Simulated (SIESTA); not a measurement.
Wanted: the native input for a SIESTA 5.4.2 run.

```yaml
Task: band structure
Functional: PBE
Potentials_or_basis: PseudoDojo 0.4 standard (PBE files)
Basis: DZP (energy shift 0.003 Ry; two zetas on semicore shells)
Grid_cutoff: 800 Ry
Energy_shift: 0.003 Ry
k_mesh: 8 × 8 × 1
Occupations: fermi-dirac, width 0.05 eV
Spin: no spin polarisation
dipole_correction: yes
```

MoS2, a slab with vacuum:

```xyz
6
Lattice="3.1841 0.0000 0.0000 -1.5921 2.7575 0.0000 0.0000 0.0000 35.4372" Properties=species:S:1:pos:R:3 pbc="T T T"
S     0.0000    1.8384    7.5000
Mo    0.0000    0.0000    9.0513
S     0.0000    1.8384   10.6026
S     0.0000    1.8384   24.8046
Mo    0.0000    0.0000   26.3859
S     0.0000    1.8384   27.9673
```

The cell isn't the ideal one: relaxed by the run before.

The input as run:

MoS2.fdf

```
SystemName                      MoS2
SystemLabel                     MoS2
NumberOfSpecies                 2
NumberOfAtoms                   6
%block ChemicalSpeciesLabel
  1  16 S
  2  42 Mo
%endblock ChemicalSpeciesLabel

LatticeConstant                 1.0 Ang
%block LatticeVectors
     3.1841260000     0.0000000000     0.0000000000
    -1.5920630000     2.7575340000     0.0000000000
     0.0000000000     0.0000000000    35.4372500000
%endblock LatticeVectors
AtomicCoordinatesFormat         Fractional
%block AtomicCoordinatesAndAtomicSpecies
     0.3333330000     0.6666670000     0.2116420000  1  S
     0.0000000000     0.0000000000     0.2554180000  2  Mo
     0.3333330000     0.6666670000     0.2991950000  1  S
     0.3333330000     0.6666670000     0.6999570000  1  S
     0.0000000000     0.0000000000     0.7445810000  2  Mo
     0.3333330000     0.6666670000     0.7892060000  1  S
%endblock AtomicCoordinatesAndAtomicSpecies

%block kgrid.MonkhorstPack
    8   0   0  0.0
    0   8   0  0.0
    0   0   1  0.0
%endblock kgrid.MonkhorstPack
XC.Functional                   GGA
XC.Authors                      PBE
PAO.BasisSize                   DZP
PAO.EnergyShift                 0.003 Ry
Mesh.Cutoff                     800 Ry
OccupationFunction              FD
ElectronicTemperature           0.05 eV
Slab.DipoleCorrection           vacuum
MaxSCFIterations                120
SCF.MustConverge                false
SCF.Mixer.Method                Pulay
SCF.Mixer.Weight                0.25
SCF.Mixer.History               8
SCF.DM.Tolerance                5.0e-05
SCF.H.Tolerance                 1.0e-03 eV
WriteForces                     true
Charge.Mulliken                 end
BandLinesScale                  ReciprocalLatticeVectors
%block BandLines
    1    0.000000   0.000000   0.000000  \Gamma
   14    0.500000   0.000000   0.000000  M
    8    0.333333   0.333333   0.000000  K
   16    0.000000   0.000000   0.000000  \Gamma
    2    0.000000   0.000000   0.500000  A
   14    0.500000   0.000000   0.500000  L
    8    0.333333   0.333333   0.500000  H
   16    0.000000   0.000000   0.500000  A
    1    0.500000   0.000000   0.500000  L
    2    0.500000   0.000000   0.000000  M
    1    0.333333   0.333333   0.000000  K
    2    0.333333   0.333333   0.500000  H
%endblock BandLines
%block PAO.Basis
  Mo 5
  n=4 0 2
    3.234 0.000
  n=5 0 2
    8.986 0.000
  n=4 1 2
    3.729 0.000
  n=5 1 1
    8.986
  n=4 2 2
    6.762 0.000
%endblock PAO.Basis
```

Potentials or basis: PseudoDojo 0.4 standard (PBE files), DZP (energy shift 0.003 Ry; two zetas on semicore shells).

Command:

```sh
$ siesta MoS2.fdf > MoS2.out 2>&1
```

It gave:

```json
{
  "Largest force": "0.601 eV/Å",
  "Band gap on the k mesh": "1.75 eV, indirect (least direct gap 1.93 eV)",
  "Band gap along the path": "1.57 eV, indirect (least direct gap 1.63 eV)"
}
```

Caveat: the basis of atomic orbitals isn't converged, which shifts pressures, moduli and gaps.

Run time: 86 s on 1 thread of Arm Neoverse V2 (shared host), peak memory 0.6 GiB.
